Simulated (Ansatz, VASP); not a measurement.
# One calculation of BN, two programs

```xyz
2
Lattice="0.0000 2.4919 2.1008 1.2310 0.0000 2.1008 1.2310 2.4919 0.0000" Properties=species:S:1:pos:R:3 pbc="T T T"
B     1.2310    2.4919    0.0039
N     1.2310    2.4919    2.7973
```

Alike in both runs: functional PBEsol; k mesh 14 × 14 × 14; occupations gaussian, width 0.02 eV; no spin polarisation.

Ansatz relaxed the structure, and its values are those at the end. VASP's run is a single point on that final structure, the one shown.

|  | VASP | Ansatz |
| --- | --- | --- |
| version | VASP 6.6.1 | Ansatz 0.2.0 |
| potentials or method | VASP PAW PBE potentials, release 64 (B, N) | scalar-relativistic, plane waves, PAW |
| plane-wave cutoff (eV) | 520 | 420 |
| valence electrons in the cell | 8 | 8 |

|  | VASP | Ansatz | Ansatz less VASP |
| --- | --- | --- | --- |
| gap on the k mesh at the Fermi level (eV) | 0.83 | 0.85 | +0.019 |
| least direct gap on the mesh (eV) | 4.63 | 4.64 | +0.008 |

 A k mesh can miss the band edges. A hybrid or GW would open this gap; PBEsol tends to underestimate it.
